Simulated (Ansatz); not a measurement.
# GaSb: a single-point run

The task is a single-point run on GaSb. The structure is shown as the input types it. The cell is built on a prototype (rocksalt) and needn't be the phase found in nature.

Method: density functional or hybrid calculation with the settings of its input, plane waves (as first typed), in Ansatz 0.2.0.

1 further run of the same task is left out (it didn't finish).

### 1 The starting structure

Symmetry: Fm-3m, No. 225, cubic system. The conventional cell has a = 5.746 Å, b = 5.746 Å, c = 5.746 Å, α = 90.00°, β = 90.00°, γ = 90.00°. Around Ga (site symmetry m-3m) lie 6 Sb at 2.87 Å. Sb (site symmetry m-3m) has 6 Ga at 2.87 Å as nearest neighbours.

Coordinates:

```xyz
2
Lattice="0.0000 2.8731 2.8731 2.8731 0.0000 2.8731 2.8731 2.8731 0.0000" Properties=species:S:1:pos:R:3 pbc="T T T"
Ga    0.0000    0.0000    0.0000
Sb    2.8731    2.8731    2.8731
```

### 2 The run

The input, input.yaml:

```yaml
crystal:
  lattice:
    - [0.0, 2.8731179487, 2.8731179487]
    - [2.8731179487, 0.0, 2.8731179487]
    - [2.8731179487, 2.8731179487, 0.0]
  atoms:
    - { symbol: Ga, position: [0.0, 0.0, 0.0] }
    - { symbol: Sb, position: [0.5, 0.5, 0.5] }
kpoints:
  mp_grid: { grid: [1, 1, 1] }
hamiltonian:
  xc: pbe
scf:
  occupations: { method: fermi_dirac, width: 0.02 }
  n_extra_bands: 4
output:
  forces: true
  stress: true
  eigenvalues: true
```

Launch:

```
$ ansatz run input.yaml --threads 4 --pin off --max-ram 3686MiB --backend cpu --events-out ev --progress --plain --runs-dir out
```

What happens when this is run?

This run ends as converged. It gives a pressure of 73 GPa, which is large; a structure far from rest gives such values too, whatever the setting.

Look at the input: kpoints.mp_grid.grid is [1, 1, 1]. The zone is sampled at a single point, which suits only large cells or molecules.

To check: set kpoints.mp_grid.grid to [6, 6, 6].
